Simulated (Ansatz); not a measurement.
## Te₂Mo, space group P-6m2: a relaxation driven by ASE

Computed with Ansatz 0.2.0, Python API.

`ase_relax.py`:
```python
# -*- coding: utf-8 -*-
import warnings

import ansatz as az
from ase import Atoms
from ase.calculators.calculator import Calculator, all_changes
from ase.filters import FrechetCellFilter
from ase.optimize import FIRE
from ase.units import GPa
import numpy as np


class AnsatzEngine(Calculator):
    implemented_properties = ["energy", "free_energy", "forces", "stress"]

    def calculate(self, atoms=None, properties=("energy",), system_changes=all_changes):
        super().calculate(atoms, properties, system_changes)
        bare = self.atoms.copy()
        bare.set_constraint()
        bare.set_momenta(None)
        job = (
            az.Crystal.from_ase(bare).calculation()
            .functional("PBEsol")
            .occupations("Marzari-Vanderbilt", width=0.1)
            .basis(550)
            .pseudopotentials("paw")
            .kpoints(6, 6, 2)
            .forces()
            .stress()
        )
        report = job.run(threads=1).report
        self.results["energy"] = self.results["free_energy"] = report["lagrangian_ev"]
        self.results["forces"] = np.array(report["forces_ev_ang"])
        s = -np.array(report["stress_gpa"]) * GPa  # ASE counts tension as positive
        self.results["stress"] = s[[0, 1, 2, 1, 0, 0], [0, 1, 2, 2, 2, 1]]

warnings.simplefilter("ignore")
atoms = Atoms(
    ["Te", "Te", "Mo"],
    cell=[(3.56023281, 0.0, 0.0), (-1.78011641, 3.08325206, 0.0), (0.0, 0.0, 17.52405782)],
    scaled_positions=[
        (1 / 3, 2 / 3, 0.89785545),
        (1 / 3, 2 / 3, 0.10214455),
        (0.0, 0.0, 0.0),
    ],
    pbc=True,
)
atoms.rattle(0.04, seed=71)
atoms.calc = AnsatzEngine()
before = atoms.get_potential_energy(), atoms.get_volume()
target = FrechetCellFilter(atoms)
optimiser = FIRE(target, logfile=None)


def tell():
    fmax = np.linalg.norm(target.get_forces(), axis=1).max()
    print(f"step {optimiser.nsteps:2d}  E = {atoms.get_potential_energy():.5f} eV  fmax = {fmax:.4f}  V = {atoms.get_volume():.3f} A^3")


optimiser.attach(tell)
met = optimiser.run(fmax=0.02, steps=15)
print("threshold met:", bool(met), " energy gained:", round(before[0] - atoms.get_potential_energy(), 5), "eV")
print("cell lengths and angles:", np.round(atoms.cell.cellpar(), 3))
print(np.round(atoms.get_scaled_positions(), 4))
```

```console
$ python ase_relax.py
step  0  E = -18701.21731 eV  fmax = 0.6762  V = 192.363 A^3
step  1  E = -18701.23641 eV  fmax = 0.5686  V = 191.203 A^3
step  2  E = -18701.25979 eV  fmax = 0.3671  V = 189.128 A^3
step  3  E = -18701.26936 eV  fmax = 0.2499  V = 186.586 A^3
step  4  E = -18701.26979 eV  fmax = 0.2368  V = 186.590 A^3
step  5  E = -18701.27060 eV  fmax = 0.2114  V = 186.595 A^3
step  6  E = -18701.27165 eV  fmax = 0.1755  V = 186.594 A^3
step  7  E = -18701.27278 eV  fmax = 0.1367  V = 186.577 A^3
step  8  E = -18701.27387 eV  fmax = 0.1396  V = 186.530 A^3
step  9  E = -18701.27481 eV  fmax = 0.1390  V = 186.436 A^3
step 10  E = -18701.27559 eV  fmax = 0.1329  V = 186.278 A^3
step 11  E = -18701.27629 eV  fmax = 0.1182  V = 186.020 A^3
step 12  E = -18701.27690 eV  fmax = 0.0926  V = 185.640 A^3
step 13  E = -18701.27737 eV  fmax = 0.0631  V = 185.131 A^3
step 14  E = -18701.27755 eV  fmax = 0.0452  V = 184.509 A^3
step 15  E = -18701.27756 eV  fmax = 0.0439  V = 184.505 A^3
threshold met: False  energy gained: 0.06025 eV
cell lengths and angles: [  3.488   3.489  17.508  90.076  90.382 120.017]
[[3.281e-01 6.528e-01 8.971e-01]
 [3.364e-01 6.580e-01 1.035e-01]
 [9.991e-01 9.886e-01 3.000e-04]]
```

Notes:
- Total energies depend on the potentials; only differences at equal settings carry meaning. A total without «per atom» is that of the cell as typed.
- The cell holds layers, chains or clusters in vacuum, no bulk phase.
- The calculator gives ASE the free energy under both names; ASE's own meaning of energy is the limit of zero smearing.
- Points of the mesh across the vacuum add cost only.
- The structure comes from a database of computed cells and needn't be a stable or known phase.
- Wall time of the script: 4.6 min on 1 thread of AMD EPYC 7B13 (Zen 3), with other jobs on the host, peak memory 0.72 GiB.

(A comment or docstring line of the script was reworded after the run, the code is as it ran.)
